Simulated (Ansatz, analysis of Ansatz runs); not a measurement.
# A hop of Ca in CaSeO3 (P2_1/c), charge −2

How high is the barrier when Ca changes place in CaSeO3 (P2_1/c)? The case: V_Ca hop (3.8 Å), charge −2, in a cell of 40 host atoms with 1 Ca taken out.

Calculated with Ansatz 0.2.0; plane-wave PAW DFT, r2SCAN; nudged elastic band between two relaxed defect structures at fixed charge in a uniform background.

This is a report of a sequence of runs, with most program output left out.

## Step 1: Set-up

The cell holds 39 atoms: 7 Ca, 8 Se and 24 O. Cell: a = 9.334 Å, b = 9.334 Å, c = 8.184 Å, α = 65.5°, β = 114.5°, γ = 86.6°. It derives from CaSeO3 (space group P2_1/c). Nearest the centre at fractional (0.439, 0.439, 0.750): O28 at 1.42 Å, O30 at 1.67 Å, Ca3 at 1.92 Å, O19 at 2.28 Å, Se15 at 2.75 Å, O20 at 2.89 Å, Se10 at 3.03 Å, O32 at 3.04 Å. The cell carries charge −2.

The cell's shortest repeat is 8.2 Å.

## Step 2: Relaxation of the start point, charge −2

The ends come first: from an unrelaxed start the top is counted from too high an energy, and the barrier comes out too low. Small random displacements break the symmetry of the ideal sites, so that the defect can distort if it gains by it. The charge of −2 is set by the electron count, and a uniform background keeps the cell neutral.

The input, qm2.start/input.yaml:

```yaml
crystal:
  lattice:
    - [6.39837574, 6.79528022, -0.01026838]
    - [-6.39837574, 6.79528022, 0.01026838]
    - [-4.94075515, 0.0, 6.5249436]
  atoms:
    - { symbol: Ca, position: [0.3608041, 0.5109221, 0.12442367] }
    - { symbol: Ca, position: [0.8608041, 0.0109221, 0.12442367] }
    - { symbol: Ca, position: [0.2390779, 0.3891959, 0.62442367] }
    - { symbol: Ca, position: [0.7390779, 0.8891959, 0.62442367] }
    - { symbol: Ca, position: [0.2609221, 0.1108041, 0.37557633] }
    - { symbol: Ca, position: [0.7609221, 0.6108041, 0.37557633] }
    - { symbol: Ca, position: [0.1391959, 0.9890779, 0.87557633] }
    - { symbol: Se, position: [0.49135187, 0.84622359, 0.90235794] }
[... 27 atom lines left out ...]
    - { symbol: O, position: [0.04972367, 0.13566368, 0.01900615] }
    - { symbol: O, position: [0.54972367, 0.63566368, 0.01900615] }
    - { symbol: O, position: [0.15852522, 0.36943843, 0.06924733] }
    - { symbol: O, position: [0.65852522, 0.86943843, 0.06924733] }
total_charge: -2
basis:
  ecutwfc: 500
  xc_grid: 2
hamiltonian:
  xc: r2scan
kpoints:
  mp_grid: { grid: [1, 1, 1] }
scf:
  occupations: { method: fixed }
  max_iter: 80
output:
  forces: true
relax:
  f_tol: 0.02
  max_steps: 70
  random_displacement: { amplitude: 0.03, seed: 6799 }
```

On the command line:

```bash
> ansatz run input.yaml --threads 4 --pin off --max-ram 7536MiB --backend cpu --events-out ev --progress --plain --runs-dir out
```

The job ended after 32 s (4 threads of Arm Neoverse V2, shared host; peak memory 0.91 GiB).

The steps of the relaxation:

```tsv
step	energy less that of the first step (eV)	largest force component (eV/Å)
1	0.0000	2.3189
2	-0.8376	0.8445
3	-0.9445	0.5030
4	-1.0093	0.3186
5	-0.9787	0.4798
6	-1.0413	0.0245
7	-1.0421	0.0081
```

Relaxation step 5 was tried and not accepted.

The atoms that moved most (Å, from the sites as typed, ahead of the random displacement, the mean shift of all atoms taken out):

```tsv
atom	dx	dy	dz	length
O23	0.238	-0.015	0.151	0.282
O30	-0.217	-0.144	-0.026	0.262
O28	0.098	-0.089	-0.168	0.214
O35	0.040	0.071	-0.195	0.211
O19	0.179	-0.096	-0.001	0.203
O37	-0.161	0.040	0.107	0.198
O33	0.077	0.135	-0.033	0.159
O38	-0.122	-0.042	0.051	0.139
```

Final coordinates:

```xyz
39
Lattice="6.3984 6.7953 -0.0103 -6.3984 6.7953 0.0103 -4.9408 0.0000 6.5249" Properties=species:S:1:pos:R:3 pbc="T T T"
Ca   -1.6359    5.9545    0.8355
Ca    4.8521    5.9210    0.7939
Ca   -4.0539    4.3146    4.1041
Ca   -4.0209   10.9766    4.0668
Ca   -0.9193    2.5049    2.4539
Ca   -0.8743    9.2847    2.4093
Ca   -9.7986    7.7127    5.7247
Se   -6.7942    9.1262    5.9270
Se   -0.4298    9.0610    5.9015
Se   -4.2411    7.8895    2.6308
Se    2.2020    7.8623    2.6170
Se   -7.0462    5.6923    3.9203
Se   -0.6028    5.6340    3.8688
Se   -4.5853    4.5606    0.6637
Se    1.6802    4.5541    0.6067
O    -6.0143    2.8568    4.5256
O    -5.9718    9.6673    4.5288
O    -7.8685    6.2560    5.2959
O    -1.2980    6.1298    5.3020
O    -1.7989    4.6149    3.1337
O    -1.7873   11.4663    3.1323
O    -3.5408    7.4094    1.1371
O     3.1695    7.3504    1.3694
O    -7.0953    6.9852    2.8341
O    -0.7476    6.9493    2.7870
O     0.9803    3.8947    2.0199
O     1.0179   10.7283    2.0356
O    -4.0652    6.5163    3.5513
O     2.2169    6.5802    3.7484
O    -4.5156    5.3916    6.3775
O    -4.3004   12.4137    6.4756
O    -3.1987    3.2419    6.0475
O    -3.1731   10.1380    6.0409
O    -3.1414    2.1388    3.4938
O    -3.0756    9.0047    3.1956
O    -0.6609    1.2920    0.1330
O    -0.8064    8.0951    0.2356
O    -1.8154    3.5461    0.5085
O    -1.7472   10.4386    0.4828
```

Neighbours of Ca3 at the end:

```tsv
atom	distance (Å)
O28	2.270
O32	2.379
O34	2.437
O20	2.473
O27	2.478
O16	2.479
O30	2.558
Se15	3.139
```

Read from the output:

* free energy: -70220.4491 eV
* largest move from the ideal geometry of this structure, a common shift of the far atoms taken out: 0.2781 Å

The relaxation gained 1.042 eV and ended with a largest force component of 0.0081 eV/Å.

## Step 3: Relaxation of the end point, charge −2

The end point is relaxed in the same cell and settings, so that the two energies compare.

The input, qm2.end/input.yaml:

```yaml
crystal:
  lattice:
    - [6.39837574, 6.79528022, -0.01026838]
    - [-6.39837574, 6.79528022, 0.01026838]
    - [-4.94075515, 0.0, 6.5249436]
  atoms:
    - { symbol: Ca, position: [0.3608041, 0.5109221, 0.12442367] }
    - { symbol: Ca, position: [0.8608041, 0.0109221, 0.12442367] }
    - { symbol: Ca, position: [0.639504, 0.488815, 0.875989] }
[... 6 atom lines left out ...]
    - { symbol: Se, position: [0.40377641, 0.75864813, 0.40235794] }
[... 1 atom line left out ...]
    - { symbol: Se, position: [0.09622359, 0.74135187, 0.59764206] }
    - { symbol: Se, position: [0.59622359, 0.24135187, 0.59764206] }
[... 1 atom line left out ...]
    - { symbol: Se, position: [0.50864813, 0.15377641, 0.09764206] }
[... 3 atom lines left out ...]
    - { symbol: O, position: [0.65659436, 0.2595043, 0.81289658] }
    - { symbol: O, position: [0.38566368, 0.29972367, 0.48099385] }
[... 7 atom lines left out ...]
    - { symbol: O, position: [0.38056157, 0.59147478, 0.56924733] }
[... 1 atom line left out ...]
    - { symbol: O, position: [0.45027633, 0.36433632, 0.98099385] }
[... 1 atom line left out ...]
    - { symbol: O, position: [0.34147478, 0.13056157, 0.93075267] }
[... 2 atom lines left out ...]
    - { symbol: O, position: [0.61433632, 0.70027633, 0.51900615] }
[... 1 atom line left out ...]
    - { symbol: O, position: [0.54972367, 0.63566368, 0.01900615] }
[... 1 atom line left out ...]
    - { symbol: O, position: [0.65852522, 0.86943843, 0.06924733] }
total_charge: -2
basis:
  ecutwfc: 500
  xc_grid: 2
hamiltonian:
  xc: r2scan
kpoints:
  mp_grid: { grid: [1, 1, 1] }
scf:
  occupations: { method: fixed }
  max_iter: 80
output:
  forces: true
relax:
  f_tol: 0.02
  max_steps: 70
  random_displacement: { amplitude: 0.03, seed: 6799 }
```

Run time: 31 s. Hardware: 4 threads; peak memory 0.9 GiB; 2 min of CPU time.

Step by step:

```tsv
step	energy less that of the first step (eV)	largest force component (eV/Å)
1	0.0000	2.8202
2	-0.9801	1.4512
3	-1.1201	0.4598
4	-1.1911	0.1801
5	-1.2074	0.0583
6	-1.2112	0.0263
7	-1.2117	0.0069
```

The atoms that moved most (Å, from the sites as typed, ahead of the random displacement, the mean shift of all atoms taken out):

```tsv
atom	dx	dy	dz	length
O27	-0.231	-0.020	-0.150	0.276
O34	0.218	-0.145	0.026	0.264
O32	-0.101	-0.091	0.169	0.217
O30	-0.042	0.070	0.193	0.210
O16	-0.181	-0.095	0.003	0.204
O20	0.161	0.040	-0.108	0.198
O28	-0.078	0.138	0.035	0.162
O24	0.123	-0.041	-0.050	0.139
```

Neighbours of Ca3 at the end:

```tsv
atom	distance (Å)
O28	2.305
O30	2.354
O19	2.393
O33	2.425
O37	2.470
O23	2.485
O35	2.824
Se10	3.261
Se9	3.319
```

Numbers from this step:

- free energy: -70220.4491 eV
- largest move from the ideal geometry of this structure, a common shift of the far atoms taken out: 0.2754 Å

The relaxation gained 1.212 eV and ended with a largest force component of 0.0069 eV/Å. The end lies within 1 meV of the start.

## Step 4: Nudged elastic band, charge −2

5 movable images are laid between the ends on straight lines. Each image feels the true force across the path and a spring force along it. The highest image is set to climb to the top of the path.

This step: plane-wave PAW DFT, r2SCAN; nudged elastic band between two relaxed defect structures at fixed charge in a uniform background.

The input, qm2.neb/input.yaml:

```yaml
crystal:
  lattice:
    - [6.39837574, 6.79528022, -0.01026838]
    - [-6.39837574, 6.79528022, 0.01026838]
    - [-4.94075515, 0.0, 6.5249436]
  atoms:
    - { symbol: Ca, position: [0.35964397, 0.51662463, 0.12780118] }
    - { symbol: Ca, position: [0.86233592, 0.00900483, 0.12302195] }
    - { symbol: Ca, position: [0.24343096, 0.39150807, 0.6287484] }
    - { symbol: Ca, position: [0.73400082, 0.88132157, 0.62303341] }
    - { symbol: Ca, position: [0.25776166, 0.11086014, 0.37631304] }
    - { symbol: Ca, position: [0.75750701, 0.60884413, 0.36947809] }
    - { symbol: Ca, position: [0.14001135, 0.99498975, 0.87600465] }
    - { symbol: Se, position: [0.49107634, 0.85194581, 0.90780002] }
    - { symbol: Se, position: [0.98271583, 0.35070542, 0.905449] }
    - { symbol: Se, position: [0.40454379, 0.75648041, 0.40263284] }
    - { symbol: Se, position: [0.90584083, 0.25118546, 0.40211154] }
    - { symbol: Se, position: [0.09980389, 0.7378754, 0.59981341] }
    - { symbol: Se, position: [0.59659942, 0.23250725, 0.59350507] }
    - { symbol: Se, position: [0.01613547, 0.65500855, 0.10070827] }
    - { symbol: Se, position: [0.50249083, 0.16768819, 0.09351387] }
    - { symbol: O, position: [0.00776744, 0.41264898, 0.69294503] }
    - { symbol: O, position: [0.51239873, 0.91024823, 0.69345162] }
    - { symbol: O, position: [0.15843974, 0.7622033, 0.81069366] }
    - { symbol: O, position: [0.663593, 0.23848159, 0.81323544] }
    - { symbol: O, position: [0.38447465, 0.29465885, 0.4804036] }
    - { symbol: O, position: [0.88942913, 0.79796272, 0.48019578] }
    - { symbol: O, position: [0.33552714, 0.75485017, 0.17361417] }
    - { symbol: O, position: [0.86995315, 0.21173974, 0.21090221] }
    - { symbol: O, position: [0.12674056, 0.90121036, 0.43313236] }
    - { symbol: O, position: [0.6179572, 0.40470957, 0.4274646] }
    - { symbol: O, position: [0.48294228, 0.09020203, 0.31019115] }
    - { symbol: O, position: [0.98962811, 0.58916357, 0.31259638] }
    - { symbol: O, position: [0.37181062, 0.58714084, 0.54392554] }
    - { symbol: O, position: [0.87969729, 0.08865062, 0.57572316] }
    - { symbol: O, position: [0.42124963, 0.37219041, 0.97747495] }
    - { symbol: O, position: [0.96058122, 0.86622603, 0.99259296] }
    - { symbol: O, position: [0.34654934, 0.13052569, 0.927174] }
    - { symbol: O, position: [0.855584, 0.63632659, 0.9261671] }
    - { symbol: O, position: [0.11857562, 0.19617008, 0.53533534] }
    - { symbol: O, position: [0.61125698, 0.71388941, 0.48959303] }
    - { symbol: O, position: [0.05123607, 0.13890179, 0.02024151] }
    - { symbol: O, position: [0.54650623, 0.64477981, 0.03595117] }
    - { symbol: O, position: [0.1490147, 0.37283131, 0.07757783] }
    - { symbol: O, position: [0.6599848, 0.87617496, 0.07365689] }
total_charge: -2
basis:
  ecutwfc: 500
  xc_grid: 2
hamiltonian:
  xc: r2scan
kpoints:
  mp_grid: { grid: [1, 1, 1] }
scf:
  occupations: { method: fixed }
  max_iter: 80
output:
  forces: true
neb:
  images: 5
  f_tol: 0.05
  climbing: true
  initial_path: linear
  max_iterations: 45
  order_check: false
  final_atoms:
    - { symbol: Ca, position: [0.35869601, 0.50813492, 0.13259835] }
    - { symbol: Ca, position: [0.86085588, 0.00837142, 0.12616189] }
    - { symbol: Ca, position: [0.631342, 0.48433142, 0.87936891] }
[... 6 atom lines left out ...]
    - { symbol: Se, position: [0.40509971, 0.76667343, 0.401484] }
[... 1 atom line left out ...]
    - { symbol: Se, position: [0.10081902, 0.73307209, 0.59684415] }
    - { symbol: Se, position: [0.60187211, 0.24165653, 0.59439436] }
[... 1 atom line left out ...]
    - { symbol: Se, position: [0.50618737, 0.15519166, 0.09936957] }
[... 3 atom lines left out ...]
    - { symbol: O, position: [0.66017005, 0.26292477, 0.80879121] }
    - { symbol: O, position: [0.39470392, 0.29702372, 0.46621753] }
[... 7 atom lines left out ...]
    - { symbol: O, position: [0.38656209, 0.60620546, 0.57623308] }
[... 1 atom line left out ...]
    - { symbol: O, position: [0.46352916, 0.36190827, 1.01231864] }
[... 1 atom line left out ...]
    - { symbol: O, position: [0.33678568, 0.12237297, 0.95832193] }
[... 2 atom lines left out ...]
    - { symbol: O, position: [0.61626549, 0.71123272, 0.50919194] }
[... 1 atom line left out ...]
    - { symbol: O, position: [0.54806733, 0.63990875, 0.02208538] }
[... 1 atom line left out ...]
    - { symbol: O, position: [0.6513485, 0.87723164, 0.06903541] }
```

It took 12 min on 4 threads; peak memory 3 GiB.

Images along the path:

```tsv
image	path (Å)	energy (eV)	Ca3: x, y, z (Å)
0	0.000	0.0000	-4.054, 4.315, 4.104
1	0.931	0.5439	-3.668, 4.706, 4.380
2	1.862	1.3013	-3.318, 5.331, 4.696
3	2.793	1.7977	-3.174, 6.112, 4.953
4	3.571	1.2212	-3.222, 6.778, 5.234
5	4.349	0.3049	-3.313, 7.313, 5.539
6	5.127	0.0000	-3.404, 7.581, 5.736
```

This step gave:

```yaml
free_energy: -70218.6514 eV
barrier_forward: 1.798 eV
barrier_backward: 1.798 eV
end_less_start: -3.74e-5 eV
hop_length: 3.709 Å
```

Track of the atom that was set to move:

```tsv
image	x (Å)	y (Å)	z (Å)	nearest neighbour	distance (Å)
0	-4.054	4.315	4.104	O	2.27
1	-3.668	4.706	4.38	O	2.151
2	-3.318	5.331	4.696	O	2.093
3	-3.174	6.112	4.953	O	2.115
4	-3.222	6.778	5.234	O	2.2
5	-3.313	7.313	5.539	O	2.307
6	-3.404	7.581	5.736	O	2.305
```

The band met its tolerance of 0.05 eV/Å after 15 iterations, with image 3 on top (the start counts as 0). Ca3, which moves farthest between the ends, has 7 O at 2.27 to 2.56 Å nearest at the start and 3 O at 2.12 to 2.26 Å at the top.

(Part 1 of 2 ends here.)

[Logs are printed without paths, hosts, clocks, repeated set-up lines and the standing remarks that a program may print on its own settings, such as how far it seeks lower states.]

[Hosts, paths, dates, database ids (printed as entryN), source tags and the programs' standing remarks are cut or masked in the printed files.]
